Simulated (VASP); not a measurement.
# Be (P1) in VASP: further runs, part 2 of 3

VASP 6.6.1.

## 3. Single point, PBEsol

The input, INCAR:

```
SYSTEM = Be
PREC     = Accurate       ! precision mode
ENCUT    = 520            ! plane-wave cutoff, eV
EDIFF    = 1E-6           ! SCF threshold, eV
ISMEAR   = -1             ! smearing method
SIGMA    = 0.3            ! smearing width, eV
LREAL    = Auto         
LASPH    = .True.         ! aspherical terms in the spheres
NELM     = 60             ! most SCF steps
ALGO     = Fast           ! electronic algorithm
ISIF     = 2              ! what is computed and relaxed
LWAVE    = .False.        ! write WAVECAR
LCHARG   = .True.         ! write CHGCAR
GGA      = PS             ! functional
LELF     = .True.         ! ELF
LVHAR    = .True.       
NBANDS   = 60             ! bands
```

The input, KPOINTS:

```
Automatic mesh
0
Gamma
  2 2 2
  0 0 0
```

The input, POSCAR:

```
Be
1.0
    7.1812630000      0.0000000000      0.0000000000
   -3.5906320000      6.2191560000      0.0000000000
    0.0000000000      0.0000000000      7.4842370000
Be
36
Direct
    0.1489898764      0.2984810158      0.1074792260
    0.2467441430      0.1968273508      0.3579122361
    0.1144600746      0.2469949299      0.6261159287
    0.2480250159      0.0963153200      0.8817866137
    0.1371302751      0.6221101384      0.1817686960
    0.2241029139      0.4615738856      0.3530486808
    0.1327690059      0.5583555068      0.6535469147
    0.2948250551      0.4026912977      0.8663809016
    0.1241566404      0.9340978101      0.1439425288
    0.1307030921      0.7156437304      0.4022721354
    0.1490799851      0.8676418472      0.6775707397
    0.2475199536      0.7200977110      0.8718590820
    0.4431523444      0.2624311080      0.0990882571
    0.5036603198      0.1222673945      0.3902201387
    0.4003361116      0.2980307939      0.6133156927
    0.5009169393     -0.0011094753      0.8492114827
    0.4809192874      0.6282202923      0.1498749973
    0.5784980986      0.5039912168      0.3462343590
    0.5159848517      0.6367745077      0.6036019437
    0.6578101277      0.5455885011      0.7829923077
    0.3839767090      0.9187902667      0.1742061348
    0.6239207810      0.8296141792      0.3978227841
    0.4191628404      0.8942210165      0.5898530471
    0.5276280137      0.7457281985      0.8991030081
    0.7470969822      0.2257541055      0.1057422420
    0.9074394265      0.1634144569      0.3834993467
    0.7327749271      0.1561144310      0.6321018428
    0.8974734271      0.1665981686      0.8631073548
    0.8074979710      0.5635652169      0.1296858985
    0.8634853988      0.4053926288      0.4191476032
    0.8191663941      0.5699969578      0.6020787423
    0.8494344815      0.4041384394      0.8655124096
    0.7558091956      0.9245627542      0.1075460331
    0.8975377392      0.8397280917      0.3830851428
    0.7795898832      0.8443750245      0.6695138062
    0.9260582047      0.7997387427      0.8801832438
```

Potentials or basis: VASP PAW PBE potentials, release 64 (Be).

Started as:

```
$ cat potpaw_PBE.64/Be/POTCAR > POTCAR
$ mpirun -np 1 vasp_std > vasp.out
```

OUTCAR:

```text
SYSTEM = Be
   PREC = Accurate
   ENCUT = 520
   EDIFF = 1E-6
   ISMEAR = -1
   LREAL = Auto
   LASPH = .True.
   NELM = 60
   ISIF = 2
   GGA = PS

 ion  position               nearest neighbor table
   1  0.149  0.298  0.107-   8 2.03   6 2.10   2 2.25  13 2.25
   2  0.247  0.197  0.358-   6 1.99  15 2.14  14 2.18   1 2.25   9 2.29  18 2.30  13 2.30   3 2.32
                            26 2.33
   3  0.114  0.247  0.626-  15 1.90   8 2.17   7 2.18  26 2.23  28 2.24   2 2.32
   4  0.248  0.096  0.882-   8 2.06  13 2.09  11 2.09  36 2.23   9 2.23  16 2.26
[... 697 lines left out ...]
  Total       -2.5742723     -1.6352593     -8.2925520     -0.7671297      3.5919500     -3.7866570
  in kB      -12.3391500     -7.8382192    -39.7483378     -3.6770502     17.2171416    -18.1504223
  external PRESSURE =     -19.9752356 kB  Pullay stress =       0.0000000 kB

 VOLUME and BASIS-vectors are now :
 -----------------------------------------------------------------------------
  energy-cutoff  :      520.00
  volume of cell :      334.26
      direct lattice vectors                 reciprocal lattice vectors
     7.181263000  0.000000000  0.000000000     0.139251271  0.080396772  0.000000000
    -3.590632000  6.219156000  0.000000000     0.000000000  0.160793522  0.000000000
     0.000000000  0.000000000  7.484237000     0.000000000  0.000000000  0.133614155

 POSITION                                       TOTAL-FORCE (eV/Angst)
 -----------------------------------------------------------------------------------
     -0.00180      1.85630      0.80440        -0.479938     -1.138568      0.461292
      1.06520      1.22410      2.67870        -0.008837     -1.282013      0.172640
     -0.06490      1.53610      4.68600        -1.473338     -1.327759     -0.362700
      1.43530      0.59900      6.59950        -0.953924     -0.303071     -0.314751
     -1.24900      3.86900      1.36040        -0.325222     -2.055561     -3.112726
     -0.04800      2.87060      2.64230        -0.169126      1.146875      1.826428
[... 28 lines left out ...]
      2.56660      5.25130      5.01080         0.759540      3.130850     -0.504304
      3.77870      4.97370      6.58750         0.576918     -0.219083      1.413312
 -----------------------------------------------------------------------------------
    total drift:                               -0.000076      0.000915      0.000136

  FREE ENERGIE OF THE ION-ELECTRON SYSTEM (eV)
  ---------------------------------------------------
  free  energy   TOTEN  =      -127.3975504944 eV

  energy  without entropy=     -125.1012969521  energy(sigma->0) =     -126.24942372
```

OSZICAR:

```text
N       E                     dE             d eps       ncg     rms          rms(c)
DAV:   1     0.779238140647E+02    0.77924E+02   -0.27196E+04   960   0.101E+03
DAV:   2    -0.119139266438E+03   -0.19706E+03   -0.18253E+03  1196   0.170E+02
DAV:   3    -0.131242496869E+03   -0.12103E+02   -0.11569E+02  1240   0.355E+01
DAV:   4    -0.131503905997E+03   -0.26141E+00   -0.25921E+00  1168   0.598E+00
DAV:   5    -0.131509116968E+03   -0.52110E-02   -0.52024E-02  1232   0.653E-01    0.834E+00
RMM:   6    -0.127986823524E+03    0.35223E+01   -0.44996E+00  1003   0.422E+00    0.410E+00
RMM:   7    -0.127487742507E+03    0.49908E+00   -0.10138E+00  1113   0.229E+00    0.189E+00
RMM:   8    -0.127400230859E+03    0.87512E-01   -0.22308E-01  1197   0.129E+00    0.590E-01
RMM:   9    -0.127397945241E+03    0.22856E-02   -0.38504E-02  1209   0.606E-01    0.184E-01
RMM:  10    -0.127397524189E+03    0.42105E-03   -0.55841E-03  1221   0.270E-01    0.530E-02
RMM:  11    -0.127397539983E+03   -0.15794E-04   -0.92456E-04  1217   0.980E-02    0.141E-02
RMM:  12    -0.127397548654E+03   -0.86707E-05   -0.16590E-04  1233   0.434E-02    0.616E-03
RMM:  13    -0.127397549994E+03   -0.13402E-05   -0.27663E-05  1193   0.168E-02    0.148E-03
RMM:  14    -0.127397550494E+03   -0.50046E-06   -0.59542E-06   911   0.771E-03
   1 F= -.12739755E+03 E0= -.12624942E+03  d E =-.229625E+01
```

It took 3.8 min on 1 thread of Intel Xeon Platinum 8559C (Emerald Rapids), shared host; peak memory 0.42 GiB.

What came out:

| Quantity | Value |
| --- | --- |
| Free energy | -127.3976 eV |
| Pressure | -2.0 GPa |
| Largest force | 4.807 eV/Å |
| Band gap on the k mesh | none (metal or under the smearing width) |

Forces on the atoms (eV/Å):
```
Be  -0.480 -1.139  0.461
Be  -0.009 -1.282  0.173
Be  -1.473 -1.328 -0.363
Be  -0.954 -0.303 -0.315
Be  -0.325 -2.056 -3.113
Be  -0.169  1.147  1.826
Be  -0.392 -0.771 -1.326
Be   0.014  1.328 -1.194
Be  -1.264 -0.702  0.196
Be  -0.419  2.100  2.211
Be  -1.205  0.250 -1.071
Be  -1.667 -0.154  1.536
Be   0.515  0.306  0.626
Be   0.915  1.242  0.054
Be   2.474 -0.121  0.004
Be   0.280  3.286  0.772
Be  -0.931 -1.341 -0.249
Be   0.450 -1.204  1.190
Be  -2.286 -2.963  0.055
Be  -2.906 -1.107  3.666
Be   2.657  0.189 -0.915
Be  -2.028  0.861 -0.779
Be   1.219 -1.273  0.143
Be   2.117 -0.031 -1.034
Be   0.260  0.159  0.815
Be   1.139 -1.781 -1.110
Be   0.227  0.852 -0.835
Be   1.469 -1.802  0.766
Be  -0.648  0.485 -0.374
Be   0.258  0.753 -1.633
Be   0.938  0.987 -1.365
Be  -1.157  2.338 -0.211
Be   1.006  0.232  0.690
Be   1.042 -0.071 -0.206
Be   0.760  3.131 -0.504
Be   0.577 -0.219  1.413
```

Caveat: the k mesh is coarse (spacing up to 0.51 Å⁻¹), so the values aren't converged; the PAW data sets were made with another functional, which shifts forces and pressure a little.

## 4. Single point, PBEsol

The input, INCAR:

```
ALGO     = Fast           # electronic algorithm
EDIFF    = 1E-6           # SCF threshold, eV
ENCUT    = 520            # plane-wave cutoff, eV
GGA      = PS             # functional
ISIF     = 2              # what is computed and relaxed
ISMEAR   = -1             # smearing method
LASPH    = T              # aspherical terms in the spheres
LCHARG   = F              # write CHGCAR
LREAL    = Auto         
LWAVE    = F              # write WAVECAR
NBANDS   = 60             # bands
NELM     = 80             # most SCF steps
PREC     = Accurate       # precision mode
SIGMA    = 0.3            # smearing width, eV
```

The input, KPOINTS:

```
k-points
0
Gamma
  2 2 2
```

The input, POSCAR:

```
Be
1.0
    7.1812630000      0.0000000000      0.0000000000
   -3.5906320000      6.2191560000      0.0000000000
    0.0000000000      0.0000000000      7.4842370000
Be
36
Direct
    0.1378368010      0.3126308457      0.1021212984
    0.2069764272      0.1701517055      0.3335944599
    0.0873276094      0.2038701071      0.6028403430
    0.2346205167      0.0834036001      0.8847662093
    0.1361207247      0.5555898582      0.1681266908
    0.1977998359      0.4742765739      0.4126005096
    0.0623298460      0.5482898323      0.7063245058
    0.3217474058      0.4424716151      0.8551973969
    0.1122262631      0.9506756222      0.1633165812
    0.1384801295      0.7774849192      0.4314534668
    0.1315421848      0.8932240966      0.6594259375
    0.2596318313      0.7482204981      0.9231001103
    0.4059850992      0.2218789816      0.1178343230
    0.5531449945      0.1631411079      0.3598229185
    0.4313972398      0.2678016117      0.6422297958
    0.5403534754      0.1336033378      0.8663541788
    0.4925459902      0.6044067716      0.1343356711
    0.5022913584      0.3972243179      0.3328863049
    0.4748840337      0.5607834889      0.6262629043
    0.6605241699      0.5592881092      0.8208051135
    0.3915621440      0.8854738489      0.1389587208
    0.6415544135      0.8285368626      0.3952573923
    0.4247309469      0.8643616594      0.6416686163
    0.5925841147      0.8418023282      0.8861958808
    0.6433806767      0.1307251338      0.1037113068
    0.9148464880      0.1488465637      0.3893516467
    0.7433315174      0.1742197816      0.5972686327
    0.9438433152      0.1586871273      0.8967246761
    0.7990229280      0.6084426890      0.1155762438
    0.9225668849      0.4339334791      0.4056525735
    0.8750791973      0.6443639619      0.5596696096
    0.8416309406      0.4197514904      0.9335220143
    0.8063036160      0.9369599348      0.1374087966
    0.9692967646      0.9357057453      0.3970879062
    0.8062174605      0.9038686278      0.6227354906
    0.9633478318      0.8106244642      0.8670890566
```

Started as:

```
$ cat potpaw_PBE.64/Be/POTCAR > POTCAR
$ mpirun -np 1 vasp_std > vasp.out
```

Run time: 3.8 min. Hardware: 1 thread of Intel Xeon Platinum 8559C (Emerald Rapids), shared host; peak memory 0.42 GiB.

It converged, with:

- Free energy: -126.7041 eV
- Pressure: -0.6 GPa
- Largest force: 4.186 eV/Å
- Band gap on the k mesh: none (metal or under the smearing width)

Forces on the atoms (eV/Å):
```
Be   2.183 -2.316  0.438
Be   1.427  1.969  1.593
Be   0.873  0.873  1.066
Be  -1.122  0.984  0.100
Be  -2.180  2.817  0.140
Be   2.773  0.714 -0.057
Be   0.827  0.026 -1.354
Be  -0.834 -0.590  0.669
Be   0.216 -1.955 -1.926
Be   2.345 -0.529 -2.231
Be   0.781  1.950 -0.103
Be  -1.152 -0.320 -1.495
Be   1.065  0.585 -0.784
Be   0.657 -1.827  0.794
Be   0.923 -1.099 -0.213
Be   0.256 -0.443 -1.216
Be  -1.369 -0.145 -0.466
Be   0.112  3.543  1.523
Be  -0.745  1.941 -1.977
Be  -0.117 -0.545  0.606
Be  -0.050 -0.551  1.995
Be  -1.548 -1.152 -0.734
Be   0.074  0.056 -0.406
Be   0.311  0.005  0.104
Be   3.362  2.493  0.034
Be  -2.025  1.043 -1.531
Be  -0.201  0.521  1.424
Be  -1.015 -0.576 -1.392
Be  -0.406  0.243  0.927
Be  -2.201 -0.226 -0.465
Be  -3.122 -1.078  0.694
Be   1.016  0.206 -0.248
Be   0.273 -0.344 -0.172
Be   0.319 -4.014  0.892
Be  -0.303 -0.631  1.953
Be  -1.403 -1.631  1.818
```

Stress tensor (GPa, compression positive):
```
 0.71  3.40 -0.96
 3.40  1.02  1.19
-0.96  1.19 -3.56
```

Levels at points of the mesh, in eV from the Fermi level:
```
           k point  band 32  band 33  band 34  band 35  band 36  band 37  band 38  band 39  band 40  band 41
(0.00, 0.00, 0.00)    -0.52    -0.41    -0.27    -0.05     0.13     0.23     0.31     0.37     0.70     0.79
(0.50, 0.00, 0.00)    -0.99    -0.90    -0.58    -0.20    -0.04     0.15     0.72     0.84     0.95     1.11
(0.00, 0.50, 0.00)    -0.98    -0.75    -0.50    -0.43    -0.22    -0.04     0.56     0.62     0.84     1.04
(0.50, 0.50, 0.00)    -1.08    -0.83    -0.73    -0.37     0.04     0.21     0.47     0.60     0.86     1.35
(0.00, 0.00, 0.50)    -1.24    -1.13    -1.10    -0.87    -0.27    -0.19     0.09     0.20     0.52     1.30
(0.50, 0.00, 0.50)    -1.19    -0.99    -0.86    -0.69    -0.41    -0.01     0.83     1.12     1.16     1.38
(0.00, 0.50, 0.50)    -1.37    -1.02    -0.74    -0.56    -0.43     0.44     0.73     0.94     1.05     1.32
(0.50, 0.50, 0.50)    -1.17    -1.10    -0.97    -0.87    -0.32     0.11     0.81     0.87     1.05     1.39
```

Caveat: the k mesh is coarse (spacing up to 0.51 Å⁻¹), so the values aren't converged; the PAW data sets were made with another functional, which shifts forces and pressure a little.

(Continued in part 3 of 3.)
